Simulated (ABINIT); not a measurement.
Runs of ABINIT 10.8.3 (patched build) on HfO2. The structure is cubic, space group Fm-3m (No. 225). The conventional cell has a = 5.115 Å, b = 5.115 Å, c = 5.115 Å, α = 90.00°, β = 90.00°, γ = 90.00°. Hf (site symmetry m-3m) has 8 O at 2.21 Å as nearest neighbours. O (site symmetry -43m) has 4 Hf at 2.21 Å as nearest neighbours. Measurements of this composition are mostly on another form, of space group No. 14.

```csv
task,level,potentials or basis,k mesh,cutoff (eV),fine-grid cutoff,gap on the mesh (eV),pressure (GPa),V0 of scaled cells (Å³/atom),B0 (GPa)
single point,PBEsol,JTH PAW PBE v2.0,12 × 12 × 12,626,1224.51 eV,3.60,(c),-,-
equation of state,PBE,JTH PAW PBE v2.0,9 × 9 × 9,626,1224.51 eV,-,-,10.91,252
equation of state,revPBE+D3(BJ),JTH PAW PBE v2.0,9 × 9 × 9,626,1224.51 eV,-,-,10.76,(a)
band structure,BLYP,JTH PAW PBE v2.0,9 × 9 × 9,626,1224.51 eV,3.90,0.7,-,-
band structure,PBE,SG15 NC PBE v1.2,9 × 9 × 9,1143,-,3.79,(b),-,-
```

Alike in all rows: no spin polarisation; cell as given; smearing fermi-dirac 0.05 eV.

Problem. Fill in the values left out.

Solution. (a) 258; (b) -3.2; (c) -13.1.

Caveats: the PAW data sets were made with another functional, which shifts forces and pressure a little (some runs); spin-orbit coupling is left out, which moves the levels of the heavy elements (some runs); pressures at fixed basis lie under the slope of the energies (some runs); the mesh misses the band edges, which the band path finds closer together (some runs).

A k mesh can miss the band edges, and the runs leave out spin-orbit coupling on Hf.

The runs don't all hold the same shells in valence.
